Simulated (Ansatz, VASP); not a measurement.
# Two plane-wave programs on TaN

File INCAR:

```
SYSTEM = TaN
PREC = Accurate
ENCUT = 520
EDIFF = 1E-6
ISMEAR = 0
SIGMA = 0.15
LREAL = .FALSE.
LASPH = .TRUE.
NELM = 60
ALGO = Normal
ISIF = 2
LWAVE = .FALSE.
LCHARG = .TRUE.
GGA = PE
LELF = .TRUE.
LVHAR = .TRUE.
NBANDS = 15
```

Contents of KPOINTS:

```
regular mesh
0
G
  18 18 18
  0 0 0
```

Contents of POSCAR:

```
TaN
1.0
    0.0000000000      2.1790000000      2.1790000000
    2.1790000000      0.0000000000      2.1790000000
    2.1790000000      2.1790000000      0.0000000000
Ta N
1 1
Direct
    0.5028682882      0.5028682882      0.4971317118
    0.0000000000      0.0000000000      0.0000000000
```

Input for Ansatz:

```yaml
crystal:
  lattice:
    - [0.0, 2.179, 2.179]
    - [2.179, 0.0, 2.179]
    - [2.179, 2.179, 0.0]
  atoms:
    - { symbol: Ta, position: [0.5028682882, 0.5028682882, 0.4971317118] }
    - { symbol: "N", position: [0.0, 0.0, 0.0] }
basis:
  ecutwfc: 420
kpoints:
  mp_grid: { grid: [18, 18, 18] }
hamiltonian:
  xc: pbe
scf:
  occupations: { method: gaussian, width: 0.15 }
output:
  forces: true
  stress: true
  eigenvalues: true
  write_density: true
  write_potential: true
  elf: true
  volumetric_format: npy
```

Change from the starting cell: all Ta atoms moved +0.013 Å, as atom 1 along Cartesian [0 0 1].

Alike in both runs: task single point; functional PBE; k mesh 18 × 18 × 18; occupations gaussian, width 0.15 eV; no spin polarisation.

|  | VASP | Ansatz |
| --- | --- | --- |
| version | VASP 6.6.1 | Ansatz 0.2.0 |
| potentials or method | VASP PAW PBE potentials, release 64 (Ta_pv, N) | scalar-relativistic, plane waves, PAW |
| plane-wave cutoff (eV) | 520 | 420 |
| valence electrons in the cell | 16 | 18 |

```tsv
	VASP	Ansatz	Ansatz less VASP
gap on the k mesh at the Fermi level (eV)	none	none	-
pressure (GPa)	15.6	14.6	-0.96
largest component of the traceless stress (GPa)	0.06	0.06	-0.001
rms of the force components (eV/Å)	0.065	0.065	0.0000
```

Atom by atom the forces differ by 0.000 eV/Å (rms over components). A gap of «none» marks a metal or a gap that the smearing closes. The two sets of potentials don't hold the same shells in valence.

Caveats: so large a pressure means that the cell lies far from this level's equilibrium, or that cutoff or potentials fall short (VASP). Spin-orbit coupling is left out, which matters for the levels of Ta.
